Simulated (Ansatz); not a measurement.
A plane-wave DFT run in Ansatz 0.2.0 (scalar-relativistic PAW potentials unless the input names others): input and command.

```yaml
crystal:
  lattice:
    - [0.0, 2.7009711426, 2.7009711426]
    - [2.7009711426, 0.0, 2.7009711426]
    - [2.7009711426, 2.7009711426, 0.0]
  atoms:
    - { symbol: Si, position: [0.75, 0.75, 0.75] }
    - { symbol: Si, position: [0.5, 0.5, 0.5] }
kpoints:
  mp_grid: { grid: [12, 12, 12] }
hamiltonian:
  xc: pbesol
scf:
  occupations: { method: gaussian, width: 0.02 }
output:
  forces: true
  eigenvalues: true
  stress: true
relax:
  adjacent_minimum: "off"
  f_tol: 0.005
  max_steps: 80
  cell: { stress_tol: 0.05 }
```

```bash
ansatz run input.yaml --threads 4 --pin off --max-ram 10240MiB --backend cpu --events-out ev --progress --plain --runs-dir out
```

Abridged log:
```
Basis set: ecut = 420 eV, 749 PW (Γ), exchange–correlation on 54×54×54 points (8 copies of the dense FFT grid, shifted against one another)
Bands: 8, of which v1, the nominal top of the filled ones, is band 4 counted from 1 (3 counted from 0)
Symmetry: 48 space group operations
k-points: 72 of 1728
SCF iter   1: F=—  HF=-1242.981588 eV  |F-HF|=—  |Δ(HF+E_count)|=         —  Δρ=2.73e-3  dr2=3.14e-3  ethr=1.77e-3  ⟨swp⟩=6.2  Hψ=5242  notcnv=0
SCF iter   2: F=—  HF=-1242.981308 eV  |F-HF|=—  |Δ(HF+E_count)|=   2.80e-4  Δρ=1.05e-3  dr2=3.81e-4  ethr=3.92e-5  ⟨swp⟩=2.5  Hψ=1508  notcnv=0
SCF iter   3: F=—  HF=-1242.981301 eV  |F-HF|=—  |Δ(HF+E_count)|=   7.96e-6  Δρ=1.74e-4  dr2=7.05e-6  ethr=4.76e-6  ⟨swp⟩=2.0  Hψ=861  notcnv=0
SCF iter   4: F=—  HF=-1242.981300 eV  |F-HF|=—  |Δ(HF+E_count)|=   7.69e-7  Δρ=1.53e-5  dr2=6.93e-8  ethr=8.81e-8  ⟨swp⟩=2.0  Hψ=785  notcnv=0
SCF iter   5: F=-1242.981300 eV  HF=-1242.981300 eV  |F-HF|=3.17e-10  |Δ(HF+E_count)|=   1.01e-8  Δρ=4.51e-6  dr2=4.49e-9  ethr=8.66e-10  ⟨swp⟩=1.8  Hψ=763  notcnv=0
SCF iter   6: F=-1242.981300 eV  HF=-1242.981300 eV  |F-HF|=3.32e-11  |Δ(HF+E_count)|=  7.28e-10  Δρ=5.77e-7  dr2=9.06e-11  ethr=5.62e-11  ⟨swp⟩=1.5  Hψ=1772  notcnv=0
SCF 1 converged in 6 iterations: F = -1242.981300 eV  dr2 = 9.06e-11
relax step   1: F+E_penalty+E_count = -1242.98129972 eV  Δ(F+E_penalty+E_count) = +0.000e0 eV  max|allowed force component| = 9.830e-18 eV/Å  Δτ_max = 0.0000 Å  P = +1.709 GPa  Ω = 39.408 Å³  (6 SCF iters, dr2 threshold 1.00e-7 eV, accepted)
Crystal: 2 atoms, lattice volume = 39.930 Å³
Initial density: handed on by an earlier stage of this run
Initial wavefunctions: those handed on with the density
SCF iter   1: F=—  HF=-1242.984765 eV  |F-HF|=—  |Δ(HF+E_count)|=         —  Δρ=7.83e-4  dr2=3.48e-4  ethr=4.23e-6  ⟨swp⟩=2.7  Hψ=5373  notcnv=0
SCF iter   2: F=—  HF=-1242.984653 eV  |F-HF|=—  |Δ(HF+E_count)|=   1.12e-4  Δρ=2.95e-4  dr2=4.36e-5  ethr=4.23e-6  ⟨swp⟩=1.6  Hψ=700  notcnv=0
   ...
SCF iter   4: F=-1242.984635 eV  HF=-1242.984635 eV  |F-HF|=7.15e-10  |Δ(HF+E_count)|=   8.78e-8  Δρ=2.74e-6  dr2=5.06e-9  ethr=2.50e-9  ⟨swp⟩=5.0  Hψ=3075  notcnv=0
SCF 2 converged in 4 iterations: F = -1242.984635 eV  dr2 = 5.06e-9
relax step   2: F+E_penalty+E_count = -1242.98463525 eV  Δ(F+E_penalty+E_count) = -3.336e-3 eV  max|allowed force component| = 9.714e-17 eV/Å  Δτ_max = 0.0000 Å  P = +0.413 GPa  Ω = 39.930 Å³  energy of the carried Pulay correction = -9.699e-5 eV  (4 SCF iters, dr2 threshold 2.00e-7 eV, accepted)
Crystal: 2 atoms, lattice volume = 40.099 Å³
SCF iter   1: F=—  HF=-1242.984846 eV  |F-HF|=—  |Δ(HF+E_count)|=         —  Δρ=2.52e-4  dr2=3.61e-5  ethr=4.37e-7  ⟨swp⟩=2.0  Hψ=5214  notcnv=0
SCF iter   2: F=—  HF=-1242.984828 eV  |F-HF|=—  |Δ(HF+E_count)|=   1.79e-5  Δρ=9.47e-5  dr2=4.52e-6  ethr=4.37e-7  ⟨swp⟩=1.6  Hψ=712  notcnv=0
SCF iter   3: F=-1242.984827 eV  HF=-1242.984827 eV  |F-HF|=6.09e-9  |Δ(HF+E_count)|=   1.27e-6  Δρ=1.10e-5  dr2=3.45e-8  ethr=2.50e-9  ⟨swp⟩=3.3  Hψ=2610  notcnv=0
SCF 3 converged in 3 iterations: F = -1242.984827 eV  dr2 = 3.45e-8
relax step   3: F+E_penalty+E_count = -1242.98482669 eV  Δ(F+E_penalty+E_count) = -1.914e-4 eV  max|allowed force component| = 9.252e-17 eV/Å  Δτ_max = 0.0000 Å  P = +0.011 GPa  Ω = 40.099 Å³  energy of the carried Pulay correction = -1.281e-4 eV  (3 SCF iters, dr2 threshold 2.00e-7 eV, accepted)
Initial wavefunctions: pseudopotential atomic-orbital guess (no wavefunctions were taken with the density)
SCF iter   1: F=—  HF=-1242.984974 eV  |F-HF|=—  |Δ(HF+E_count)|=         —  Δρ=1.74e-5  dr2=4.24e-8  ethr=8.89e-8  ⟨swp⟩=3.0  Hψ=6987  notcnv=0
SCF iter   2: F=—  HF=-1242.984968 eV  |F-HF|=—  |Δ(HF+E_count)|=   6.30e-6  Δρ=8.72e-6  dr2=1.02e-8  ethr=5.30e-10  ⟨swp⟩=2.2  Hψ=813  notcnv=0
SCF iter   3: F=—  HF=-1242.984968 eV  |F-HF|=—  |Δ(HF+E_count)|=   2.60e-8  Δρ=3.61e-7  dr2=2.58e-11  ethr=1.28e-10  ⟨swp⟩=2.7  Hψ=886  notcnv=0
SCF iter   4: F=-1242.984968 eV  HF=-1242.984968 eV  |F-HF|=2.27e-12  |Δ(HF+E_count)|=  5.14e-11  Δρ=6.48e-8  dr2=8.58e-13  ethr=1.00e-12  ⟨swp⟩=5.4  Hψ=2246  notcnv=0
SCF 4 converged in 4 iterations: F = -1242.984968 eV  dr2 = 8.58e-13
SCF converged after 4 iterations
Free energy (F): -1242.984968 eV
Harris-Foulkes:  -1242.984968 eV  (|F-HF|=2.27e-12)
Internal energy: -1242.984968 eV  (E = F + TS)
E sigma→0 (E₀):  -1242.984968 eV
Fermi energy:    6.398069 eV
--- Forces (eV/Å), atoms counted from 1 ---
  atom   1  Si     0.00000000     0.00000000     0.00000000
  atom   2  Si     0.00000000     0.00000000     0.00000000
--- Stress (GPa, compression-positive) ---
        0.017236       0.000000       0.000000
        0.000000       0.017236       0.000000
        0.000000       0.000000       0.017236
  P = ⅓ Tr σ = 0.0172 GPa (0.172 kbar)
--- Relaxed structure (3 steps of the walk, 3 accepted, 1 SCFs on fresh bases) ---
  F+E_penalty+E_count = -1242.98496789 eV   max|allowed force component| = 1.203e-16 eV/Å   (the final SCF, on the basis selected at the relaxed cell)
  cell:  # Å, volume = 40.0994 Å³
    - [0.0, 2.71666441, 2.71666441]
    - [2.71666441, 0.0, 2.71666441]
    - [2.71666441, 2.71666441, 0.0]
  atoms:
    - { symbol: Si, position: [0.75, 0.75, 0.75] }
    - { symbol: Si, position: [0.5, 0.5, 0.5] }
```

Apart from outputs and empty bands, the input differs from a reference run on usual settings in hamiltonian.xc: "lda" → "pbesol"; basis.ecutwfc: 420 → not typed. The reference, at the same start, ended its own course with a relaxed volume of 19.70 Å³/atom, pressure 0.00 GPa, largest force 0.000 eV/Å, gap on the mesh 0.44 eV. This run converged in 17 SCF iterations over all its steps (reference: 9) with a total energy on another zero, a relaxed volume of 20.05 Å³/atom, pressure 0.02 GPa, largest force 0.000 eV/Å, gap on the mesh 0.46 eV.

The run took 2 s on 4 threads of Arm Neoverse V1 (shared host), peak memory 0.32 GiB.